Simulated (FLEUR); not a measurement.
# C (P6_3/mmc) in FLEUR: a series of runs

The runs below take C through band structure, equation of state, with PBE.

The COD entry that gives the cell may itself be a prediction, so a difference from it is no test against experiment.

Program: FLEUR MaX-R8.1 (later development tree). These are calculated values, not measurements. Logs are shortened: lines on timing, memory, paths and dates and some standing lists are left out, and cuts for length are marked.

### 1 The crystal as given

Symmetry: P6_3/mmc, No. 194, hexagonal system. The conventional cell has a = 2.522 Å, b = 2.522 Å, c = 12.356 Å, α = 90.00°, β = 90.00°, γ = 120.00°. Around C (site symmetry 3m) lie 4 C at 1.54 Å. C (site symmetry 3m) is surrounded by 4 C at 1.54 Å. Around C (site symmetry 3m) lie 4 C at 1.54 Å.

This is a hexagonal form of diamond, not graphite.

### 2 Band structure, PBE

inp.xml

```xml
<?xml version="1.0" encoding="UTF-8" standalone="no"?>
<fleurInput fleurInputVersion="0.39">
   <comment>
      C                                                                                                   
   </comment>
   <calculationSetup>
      <cutoffs Kmax="5.0" Gmax="25.0" GmaxXC="25.0" numbands="0"/>
      <scfLoop itmax="60" minDistance="0.00001" maxIterBroyd="15" imix="Anderson" alpha="0.05" precondParam="0.0" spinf="2.0" sdNocoIR="T"/>
      <coreElectrons ctail="T" frcor="F" kcrel="0" coretail_lmax="0"/>
      <xcFunctional name="pbe" relativisticCorrections="F"/>
      <magnetism jspins="1"/>
      <soc l_soc="F" theta="0.0" phi="0.0" spav="F"/>
      <expertModes spex="0" secvar="F"/>
      <geometryOptimization l_f="F" forcealpha="1.0" forcemix="BFGS" epsdisp="0.00001" epsforce="0.00001"/>
      <ldaU l_linMix="F" mixParam="0.05" spinf="1.0"/>
   </calculationSetup>
   <cell>
      <bzIntegration valenceElectrons="48.0" mode="hist" fermiSmearingEnergy="0.00183747">
         <kPointListSelection listName="default-1"/>
         <!-- k-points included here -->
         <xi:include xmlns:xi="http://www.w3.org/2001/XInclude" href="kpts.xml"> </xi:include>
      </bzIntegration>
      <!-- symmetry operations included here -->
[... 33 lines left out ...]
      <atomGroup species="Carbon (C)">
         <relPos label="                   5">-1.000/3.000 1.000/3.000 .4791700000</relPos>
         <relPos label="                   6">1.000/3.000 -1.000/3.000 -.0208300000</relPos>
         <relPos label="                   7">-1.000/3.000 1.000/3.000 .0208300000</relPos>
         <relPos label="                   8">1.000/3.000 -1.000/3.000 -.4791700000</relPos>
         <force calculate="T" relaxXYZ="TTT"/>
      </atomGroup>
      <atomGroup species="Carbon (C)">
         <relPos label="                   9">.0000000000 .0000000000 -3.000/16.000</relPos>
         <relPos label="                  10">.0000000000 .0000000000 5.000/16.000</relPos>
         <relPos label="                  11">.0000000000 .0000000000 -5.000/16.000</relPos>
         <relPos label="                  12">.0000000000 .0000000000 3.000/16.000</relPos>
         <force calculate="T" relaxXYZ="TTT"/>
      </atomGroup>
   </atomGroups>
   <output dos="F" band="F" slice="F">
      <checks vchk="F" cdinf="F"/>
      <bandDOS minEnergy="-.5*Htr" maxEnergy="0.5*Htr" sigma="0.015" storeEVData="T"/>
      <vacuumDOS vacdos="F" integ="F" star="F" nstars="0" locx1="0.0" locy1="0.0" locx2="0.0" locy2="0.0" nstm="0" tworkf="0.0"/>
      <unfoldingBand unfoldBand="F" supercellX="1" supercellY="1" supercellZ="1"/>
      <plotting iplot="0" polar="F">
         <plot TwoD="T" vec1="  1.0  0.0  0.0" vec2="  0.0  1.0  0.0" vec3="  0.0  0.0  1.0" zero="  0.0  0.0  0.0" file="plot"/>
      </plotting>
      <chargeDensitySlicing numkpt="0" minEigenval="0.0" maxEigenval="0.0" nnne="0" pallst="F"/>
      <specialOutput eonly="F"/>
      <moessbauerParams electricFieldGradient="T" isomerShift="T" coreHyperfine="T" valenceHyperfine="T"/>
      <magneticCircularDichroism mcd="F" energyLo="-10.0" energyUp="0.0"/>
   </output>
  <!-- We include the file relax.xml here to enable relaxations (see documentation) -->
  <xi:include xmlns:xi="http://www.w3.org/2001/XInclude" href="relax.xml"> <xi:fallback/> </xi:include>
</fleurInput>
```

crystal.txt

```
C
&input cartesian=F /
2.5221000000  0.0000000000  0.0000000000
-1.2610500000  2.1842026709  0.0000000000
0.0000000000  0.0000000000  12.3557000000
1.8897261246
1.0 1.0 1.0

12
6 0.6666666667  0.3333333333  0.3541700000
6 0.3333333333  0.6666666667  0.8541700000
6 0.6666666667  0.3333333333  0.1458300000
6 0.3333333333  0.6666666667  0.6458300000
6 0.6666666667  0.3333333333  0.4791700000
6 0.3333333333  0.6666666667  0.9791700000
6 0.6666666667  0.3333333333  0.0208300000
6 0.3333333333  0.6666666667  0.5208300000
6 0.0000000000  0.0000000000  0.8125000000
6 0.0000000000  0.0000000000  0.3125000000
6 0.0000000000  0.0000000000  0.6875000000
6 0.0000000000  0.0000000000  0.1875000000

&kpt div1=12 div2=12 div3=3 gamma=T /
```

inp.xml (bands)

```
<?xml version="1.0" encoding="UTF-8" standalone="no"?>
<fleurInput fleurInputVersion="0.39">
   <comment>
      C                                                                                                   
   </comment>
   <calculationSetup>
      <cutoffs Kmax="5.0" Gmax="25.0" GmaxXC="25.0" numbands="0"/>
      <scfLoop itmax="60" minDistance="0.00001" maxIterBroyd="15" imix="Anderson" alpha="0.05" precondParam="0.0" spinf="2.0" sdNocoIR="T"/>
      <coreElectrons ctail="T" frcor="F" kcrel="0" coretail_lmax="0"/>
      <xcFunctional name="pbe" relativisticCorrections="F"/>
      <magnetism jspins="1"/>
      <soc l_soc="F" theta="0.0" phi="0.0" spav="F"/>
      <expertModes spex="0" secvar="F"/>
      <geometryOptimization l_f="F" forcealpha="1.0" forcemix="BFGS" epsdisp="0.00001" epsforce="0.00001"/>
      <ldaU l_linMix="F" mixParam="0.05" spinf="1.0"/>
   </calculationSetup>
   <cell>
      <bzIntegration valenceElectrons="48.0" mode="hist" fermiSmearingEnergy="0.00183747">
         <kPointListSelection listName="path-1"/>
         <!-- k-points included here -->
         <xi:include xmlns:xi="http://www.w3.org/2001/XInclude" href="kpts.xml"> </xi:include>
      </bzIntegration>
[... 33 lines left out ...]
      </atomGroup>
      <atomGroup species="Carbon (C)">
         <relPos label="                   5">-1.000/3.000 1.000/3.000 .4791700000</relPos>
         <relPos label="                   6">1.000/3.000 -1.000/3.000 -.0208300000</relPos>
         <relPos label="                   7">-1.000/3.000 1.000/3.000 .0208300000</relPos>
         <relPos label="                   8">1.000/3.000 -1.000/3.000 -.4791700000</relPos>
         <force calculate="T" relaxXYZ="TTT"/>
      </atomGroup>
      <atomGroup species="Carbon (C)">
         <relPos label="                   9">.0000000000 .0000000000 -3.000/16.000</relPos>
         <relPos label="                  10">.0000000000 .0000000000 5.000/16.000</relPos>
         <relPos label="                  11">.0000000000 .0000000000 -5.000/16.000</relPos>
         <relPos label="                  12">.0000000000 .0000000000 3.000/16.000</relPos>
         <force calculate="T" relaxXYZ="TTT"/>
      </atomGroup>
   </atomGroups>
   <output dos="F" band="T" slice="F">
      <checks vchk="F" cdinf="F"/>
      <bandDOS minEnergy="-.5*Htr" maxEnergy="0.5*Htr" sigma="0.015" storeEVData="T"/>
      <vacuumDOS vacdos="F" integ="F" star="F" nstars="0" locx1="0.0" locy1="0.0" locx2="0.0" locy2="0.0" nstm="0" tworkf="0.0"/>
      <unfoldingBand unfoldBand="F" supercellX="1" supercellY="1" supercellZ="1"/>
      <plotting iplot="0" polar="F">
         <plot TwoD="T" vec1="  1.0  0.0  0.0" vec2="  0.0  1.0  0.0" vec3="  0.0  0.0  1.0" zero="  0.0  0.0  0.0" file="plot"/>
      </plotting>
      <chargeDensitySlicing numkpt="0" minEigenval="0.0" maxEigenval="0.0" nnne="0" pallst="F"/>
      <specialOutput eonly="F"/>
      <moessbauerParams electricFieldGradient="T" isomerShift="T" coreHyperfine="T" valenceHyperfine="T"/>
      <magneticCircularDichroism mcd="F" energyLo="-10.0" energyUp="0.0"/>
   </output>
  <!-- We include the file relax.xml here to enable relaxations (see documentation) -->
  <xi:include xmlns:xi="http://www.w3.org/2001/XInclude" href="relax.xml"> <xi:fallback/> </xi:include>
</fleurInput>
```

Potentials or basis: all-electron, FLAPW.

Run with:

```console
$ inpgen -f crystal.txt -profile precise
$ # inp.xml edited to the form shown
$ fleur_MPI
$ fleur_MPI   # second run, on inp.xml (bands)
```

Output:

```text
Welcome to FLEUR        (www.flapw.de)
      MaX-Release 8.1          (www.max-centre.eu)

 ========== k-point set info ==========
 Selected k-point list: default-1
 k-point list type: mesh
 12 x 12 x 3
 Number of k points: 38

 ------------Calculation Setup---------------------------
 Number of MPI-tasks      :            1
 Number of PE/node        :            1
 Number of OMP-threads    :            1
 Most efficient MPI parallelization for:
           1           2          19          38
 Additional eigenvalue parallelization possible
 Number of basis functions:         1173
 Approximate size of matrices (H+S) per k-point:         0.021 GB
 --------------------------------------------------------
 Iteration:     1   Distance:      25.78827161 me/bohr^3
 Iteration:     2   Distance:      24.30206978 me/bohr^3
 Iteration:     3   Distance:       3.68934372 me/bohr^3
 Iteration:     4   Distance:       1.98727597 me/bohr^3
 Iteration:     5   Distance:       0.34001565 me/bohr^3
 Iteration:     6   Distance:       0.19031736 me/bohr^3
 Iteration:     7   Distance:       0.15837101 me/bohr^3
 Iteration:     8   Distance:       0.03046538 me/bohr^3
 Iteration:     9   Distance:       0.01872748 me/bohr^3
 Iteration:    10   Distance:       0.01773654 me/bohr^3
 Iteration:    11   Distance:       0.00488425 me/bohr^3
 Iteration:    12   Distance:       0.00036771 me/bohr^3
 Iteration:    13   Distance:       0.00012805 me/bohr^3
 Iteration:    14   Distance:       0.00001833 me/bohr^3
 Iteration:    15   Distance:       0.00000474 me/bohr^3

 ********************************************************************
 Run finished successfully
 Stop message:
   all done
 ********************************************************************
```

output (bands):

```text
Welcome to FLEUR        (www.flapw.de)
      MaX-Release 8.1          (www.max-centre.eu)

 ========== k-point set info ==========
 Selected k-point list: path-1
 k-point list type: path
 Number of k points: 60

 ------------Calculation Setup---------------------------
 Number of MPI-tasks      :            1
 Number of PE/node        :            1
 Number of OMP-threads    :            1
 Most efficient MPI parallelization for:
           1           2           3           4           5           6          10          12          15          20          30          60
 Additional eigenvalue parallelization possible
 Number of basis functions:         1174
 Approximate size of matrices (H+S) per k-point:         0.021 GB
 --------------------------------------------------------
 Fermi energy correction for insulators:
 No automatic correction of the Fermi energy has been performed.

 Note: Band structure data (together with different weights) is also stored in the banddos.hdf file.
       A convenient way of extracting and plotting the data from that file is by making use of the

 ********************************************************************
 Run finished successfully
 Stop message:
   Charge density postprocessing done.
 ********************************************************************
```

out.xml (last iteration):

```text
<iteration numberForCurrentRun="   15" overallNumber="   15">
         <energyParameters units="Htr">
            <atomicEP atomType="1" spin="1" branch="2s" branchLowest="-9.30" branchHighest="2.78" value="-0.2557921398"/>
            <atomicEP atomType="1" spin="1" branch="2p" branchLowest="-9.99" branchHighest="2.35" value="-0.0586559879"/>
            <atomicEP atomType="1" spin="1" branch="3d" branchLowest="-9.99" branchHighest="6.96" value="0.1448153394"/>
            <atomicEP atomType="1" spin="1" branch="4f" branchLowest="-9.99" branchHighest="11.64" value="0.3046306306"/>
            <loAtomicEP atomType="1" spin="1" branch="2s" branchLowest="-9.30" branchHighest="2.78" value="-0.2557921398"/>
            <loAtomicEP atomType="1" spin="1" branch="2p" branchLowest="-9.99" branchHighest="2.35" value="-0.0586690976"/>
            <loAtomicEP atomType="1" spin="1" branch="3d" branchLowest="-9.99" branchHighest="6.96" value="0.1448171863"/>
            <atomicEP atomType="2" spin="1" branch="2s" branchLowest="-9.30" branchHighest="2.78" value="-0.2548696675"/>
            <atomicEP atomType="2" spin="1" branch="2p" branchLowest="-9.99" branchHighest="2.35" value="-0.0577401066"/>
            <atomicEP atomType="2" spin="1" branch="3d" branchLowest="-9.99" branchHighest="6.96" value="0.1457269533"/>
            <atomicEP atomType="2" spin="1" branch="4f" branchLowest="-9.99" branchHighest="11.64" value="0.3055421601"/>
            <loAtomicEP atomType="2" spin="1" branch="2s" branchLowest="-9.30" branchHighest="2.78" value="-0.2548696675"/>
            <loAtomicEP atomType="2" spin="1" branch="2p" branchLowest="-9.99" branchHighest="2.35" value="-0.0577532121"/>
            <loAtomicEP atomType="2" spin="1" branch="3d" branchLowest="-9.99" branchHighest="6.96" value="0.1457287944"/>
            <atomicEP atomType="3" spin="1" branch="2s" branchLowest="-9.30" branchHighest="2.78" value="-0.2563462735"/>
            <atomicEP atomType="3" spin="1" branch="2p" branchLowest="-9.99" branchHighest="2.35" value="-0.0592290499"/>
            <atomicEP atomType="3" spin="1" branch="3d" branchLowest="-9.99" branchHighest="6.96" value="0.1442291438"/>
            <atomicEP atomType="3" spin="1" branch="4f" branchLowest="-9.99" branchHighest="11.64" value="0.3040442628"/>
            <loAtomicEP atomType="3" spin="1" branch="2s" branchLowest="-9.30" branchHighest="2.78" value="-0.2563462735"/>
            <loAtomicEP atomType="3" spin="1" branch="2p" branchLowest="-9.99" branchHighest="2.35" value="-0.0592421519"/>
            <loAtomicEP atomType="3" spin="1" branch="3d" branchLowest="-9.99" branchHighest="6.96" value="0.1442309946"/>
         </energyParameters>
         <eigenvalues>
            <eigenvaluesAt spin="1" ikpt="1" k_x="0.00000000" k_y="0.00000000" k_z="0.00000000">
                      -0.3231563970       -0.2957765087       -0.2941123524       -0.2125556896       -0.2117240238
                      -0.1101120361       -0.0255235008        0.1217325823        0.1232563734        0.3276290350
                       0.3303052328        0.3611023944        0.3611023944        0.3776053998        0.3776053999
[... 60 lines left out ...]
            <totalCharge value="71.9999999823"/>
         </allElectronCharges>
         <moessbauerParams unitsHFF="kG" unitsIS="e/bohr^3" unitsEFG="Htr/bohr^2">
            <coreIsomerShift atomType="1" isTotal="124.12678">
               <shell n="1" l="0" isomerShift="124.12678"/>
            </coreIsomerShift>
            <coreIsomerShift atomType="2" isTotal="124.12727">
               <shell n="1" l="0" isomerShift="124.12727"/>
            </coreIsomerShift>
            <coreIsomerShift atomType="3" isTotal="124.12609">
               <shell n="1" l="0" isomerShift="124.12609"/>
            </coreIsomerShift>
            <isomerShift atomType="1" nucleusRadius="0.0000541" averageDensity="128.54642"/>
            <isomerShift atomType="2" nucleusRadius="0.0000541" averageDensity="128.54175"/>
            <isomerShift atomType="3" nucleusRadius="0.0000541" averageDensity="128.54914"/>
            <electricFieldGradient atomType="1" VXX="0.00123" VYY="0.00123" VZZ="-0.00245" asymParam="0.00000">
            </electricFieldGradient>
            <electricFieldGradient atomType="2" VXX="-0.00077" VYY="-0.00077" VZZ="0.00155" asymParam="0.00000">
            </electricFieldGradient>
            <electricFieldGradient atomType="3" VXX="-0.00553" VYY="-0.00553" VZZ="0.01107" asymParam="0.00000">
            </electricFieldGradient>
         </moessbauerParams>
         <totalEnergy                                    value="     -457.1808054923" units="Htr">
            <sumOfEigenvalues                            value="     -216.6759569448">
               <coreElectrons value="-223.2333422366"/>
               <valenceElectrons value="6.5573852918"/>
            </sumOfEigenvalues>
            <densityCoulombPotentialIntegral value="-588.5401306969"/>
            <densityEffectivePotentialIntegral value="-672.2992751861"/>
            <chargeDenXCDenIntegral value="-65.1553002312"/>
            <FockExchangeEnergyValence value="0.0000000000"/>
            <FockExchangeEnergyCore value="0.0000000000"/>
            <atomTypeDependentContributions atomType="1">
               <electronNucleiInteractionDifferentMTs value="166.7839763105"/>
               <MadelungTerm value="-17.6722878700"/>
            </atomTypeDependentContributions>
            <atomTypeDependentContributions atomType="2">
               <electronNucleiInteractionDifferentMTs value="166.7831344005"/>
               <MadelungTerm value="-17.6827766567"/>
            </atomTypeDependentContributions>
            <atomTypeDependentContributions atomType="3">
               <electronNucleiInteractionDifferentMTs value="166.7978571849"/>
               <MadelungTerm value="-17.6587257315"/>
            </atomTypeDependentContributions>
            <tkbTimesEntropy value="0.0000000000"/>
            <freeEnergy value="-457.1808054923"/>
            <extrapolationTo0K value="-457.1808054923"/>
         </totalEnergy>
         <densityConvergence units="me/bohr^3">
            <chargeDensity spin="1" distance="0.0000047430"/>
         </densityConvergence>
      </iteration>
```

Wall time 6.4 min (1 thread of Arm Neoverse V1, shared host); peak memory 0.17 GiB.

What came out:

| Quantity | Value |
| --- | --- |
| Free energy | -12440.5235 eV |
| Band gap on the k mesh | 4.39 eV, indirect (least direct gap 5.31 eV) |
| Band gap along the path | 4.37 eV, indirect (least direct gap 5.31 eV) |
| Valence electrons inside the program's atomic spheres | C 2.10 (radii C 1.35 bohr) |

Levels at the corners of the path, in eV from the valence-band top:
```tsv
point	band 20	band 21	band 22	band 23	band 24	band 25	band 26	band 27	band 28	band 29
Γ	-0.98	-0.98	-0.15	0.00	0.00	5.31	5.31	5.68	6.38	6.38
M	-4.31	-4.05	-4.05	-3.63	-2.88	4.53	5.10	5.27	5.62	6.84
K	-6.24	-6.03	-4.79	-4.54	-4.54	5.61	5.61	6.27	8.72	9.63
Γ	-0.98	-0.98	-0.15	0.00	0.00	5.31	5.31	5.68	6.38	6.38
A	-1.33	-0.33	-0.33	-0.33	-0.33	5.71	5.71	5.71	5.71	6.28
L	-4.97	-3.76	-3.76	-3.23	-3.23	4.70	4.70	5.90	5.90	6.01
H	-5.79	-5.31	-5.31	-4.76	-4.76	5.84	5.84	7.12	7.12	8.28
A	-1.33	-0.33	-0.33	-0.33	-0.33	5.71	5.71	5.71	5.71	6.28
L	-4.97	-3.76	-3.76	-3.23	-3.23	4.70	4.70	5.90	5.90	6.01
M	-4.31	-4.05	-4.05	-3.63	-2.88	4.53	5.10	5.27	5.62	6.84
K	-6.24	-6.03	-4.79	-4.54	-4.54	5.61	5.61	6.27	8.72	9.63
H	-5.79	-5.31	-5.31	-4.76	-4.76	5.84	5.84	7.12	7.12	8.28
```

Core levels (eV from the Fermi level):
```
atom        levels
 1 C  1s1/2 -265.9
 2 C  1s1/2 -265.9
 3 C  1s1/2 -265.9
 4 C  1s1/2 -265.9
 5 C  1s1/2 -265.9
 6 C  1s1/2 -265.9
```

(Continued in part 2 of 2.)
